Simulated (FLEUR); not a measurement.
## W: single point with PBEsol

W:

```
W
1.0
    -1.54480    1.61508    1.63102
     1.57115   -1.54525    1.58754
     1.54570    1.54614   -1.56120
W
1
Direct
  0.01093 0.00770 0.02297
```

The cell isn't the ideal one: cell strained at random at fixed volume.

| Quantity | Value |
| --- | --- |
| Program | FLEUR MaX-R8.1 (later development tree) |
| Task | single point |
| Functional | PBEsol |
| Potentials or basis | all-electron |
| Basis | FLAPW |
| Kmax | 4.17 1/bohr |
| k mesh | 12 × 12 × 12 |
| Occupations | fermi-dirac, width 0.05 eV |
| Spin | no spin polarisation |
| Gmax | 12.9 1/bohr |
| Muffin-tin radii | W 2.35 bohr |
| lmax | W 9 |
| lnonsphr | W 9 |
| Local orbitals a species | W 4 |
| Max iterations | 60 |
| Mixing factor | 0.05 |
| Mixer | Anderson |
| Mixer history | 15 |
| Density convergence | 1e-05 me/bohr^3 |

The band gap on the k mesh is none (metal or under the smearing width) and the valence electrons inside the program's atomic spheres are W 25.51 (radii W 2.35 bohr).

Levels at points of the mesh, in eV from the Fermi level:
```csv
k point,band 10,band 11,band 12,band 13,band 14,band 15,band 16,band 17,band 18,band 19
"(0.00, 0.00, 0.00)",-28.15,-28.08,-9.61,-1.56,-1.41,-0.67,2.09,2.53,14.07,14.88
"(0.00, 0.00, 0.50)",-28.14,-28.11,-6.24,-3.76,0.90,2.46,3.31,6.18,11.35,11.49
"(0.00, 0.50, 0.00)",-28.14,-28.11,-6.26,-3.57,0.62,2.21,3.35,6.03,10.93,11.68
"(0.00, 0.50, 0.50)",-28.13,-28.12,-6.22,-3.21,1.01,1.60,2.66,6.49,11.34,11.61
"(0.50, 0.00, 0.00)",-28.14,-28.10,-6.30,-3.45,0.29,2.19,3.40,5.87,10.41,11.98
"(0.50, 0.00, 0.50)",-28.13,-28.11,-6.23,-3.49,0.90,1.98,3.09,6.27,11.39,11.43
"(0.50, 0.50, 0.00)",-28.14,-28.11,-6.24,-3.78,0.90,2.48,3.33,6.25,11.27,11.43
"(0.50, 0.50, 0.50)",-28.13,-28.12,-5.85,-5.79,4.66,5.26,5.72,7.76,8.48,8.75
```

Core levels (eV from the Fermi level):
```csv
atom,levels
1 W,"1s1/2 -69369.9, 2s1/2 -11961.3, 2p1/2 -11438.0, 2p3/2 -10085.9, 3s1/2 -2750.6, 3p1/2 -2517.7, 3p3/2 -2225.4, 4s1/2 -563.2, 3d3/2 -1833.3, 3d5/2 -1769.7, 4p1/2 -466.6, 4p3/2 -398.8, 4d3/2 -240.3, 4d5/2 -227.8"
```

It took 7.5 min on 1 thread of Arm Neoverse V1 (shared host), peak memory 0.1 GiB.

Spin-orbit coupling is left out, which matters for the levels of W.
